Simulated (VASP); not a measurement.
## A VASP 6.6.1 single-point calculation on RbBr

INCAR

```
LCHARG = .FALSE.
NELECT = 15.5
LREAL = .FALSE.
IBRION = -1
NBANDS = 15
NELM = 120
GGA = PE
NSW = 0
PREC = Accurate
LASPH = .TRUE.
EDIFF = 1E-7
ENCUT = 520
LWAVE = .FALSE.
SIGMA = 0.02
ISMEAR = -1
ISIF = 2
```

KPOINTS

```
KPOINTS created by Atomic Simulation Environment
0
Gamma
6 6 6
0 0 0
```

POSCAR

```
Rb Br
 1.0000000000000000
     0.0832328675000000    3.4608260906999999    3.4608260906999999
     3.4608260906999999    0.0832328675000000    3.4608260906999999
     3.5440589581999999    3.5440589581999999    0.0000000000000000
 Rb  Br
   1   1
Cartesian
  0.0000000000000000  0.0000000000000000  0.0000000000000000
  3.5440589581999999  3.5440589581999999  3.4608260907000008
```

The recommended PBE PAW datasets give the neutral cell 16 valence electrons.

Command

```
mpirun -np 1 vasp_std
```

Task: Predict the outcome of this run.

Result: It converged. Results: pressure -2.9 GPa.

OSZICAR

```
N       E                     dE             d eps       ncg     rms          rms(c)
DAV:   1     0.802579010906E+02    0.80258E+02   -0.59508E+03  1380   0.825E+02
DAV:   2     0.853685273863E+00   -0.79404E+02   -0.74049E+02  1937   0.159E+02
DAV:   3    -0.466029202640E+01   -0.55140E+01   -0.54357E+01  1758   0.429E+01
DAV:   4    -0.484934877506E+01   -0.18906E+00   -0.18898E+00  2112   0.706E+00
DAV:   5    -0.485050910145E+01   -0.11603E-02   -0.11603E-02  1814   0.593E-01    0.211E+00
DAV:   6    -0.500380861965E+01   -0.15330E+00   -0.40647E-02  1674   0.122E+00    0.126E+00
DAV:   7    -0.500778223808E+01   -0.39736E-02   -0.53956E-02  1835   0.121E+00    0.273E-01
DAV:   8    -0.500894766500E+01   -0.11654E-02   -0.22245E-03  1566   0.266E-01    0.175E-01
DAV:   9    -0.501029981242E+01   -0.13521E-02   -0.22696E-03  1436   0.281E-01    0.865E-02
DAV:  10    -0.501025934450E+01    0.40468E-04   -0.76346E-05  1891   0.534E-02    0.497E-02
DAV:  11    -0.501033410846E+01   -0.74764E-04   -0.15597E-04  1436   0.627E-02    0.112E-02
DAV:  12    -0.501034235180E+01   -0.82433E-05   -0.95918E-06  1534   0.204E-02    0.274E-03
DAV:  13    -0.501034359503E+01   -0.12432E-05   -0.10773E-06  1688   0.707E-03    0.158E-03
DAV:  14    -0.501034380535E+01   -0.21032E-06   -0.11985E-07  1652   0.229E-03    0.435E-04
DAV:  15    -0.501034374049E+01    0.64852E-07   -0.17008E-08  1341   0.856E-04
   1 F= -.50103437E+01 E0= -.50048702E+01  d E =-.109472E-01
```

The cell is charged and sits in a uniform background.

For comparison, a separate PBE run of the intended cell, on usual settings and not on those above, gives a gap of 4.24 eV on its mesh and a pressure of 0.6 GPa.
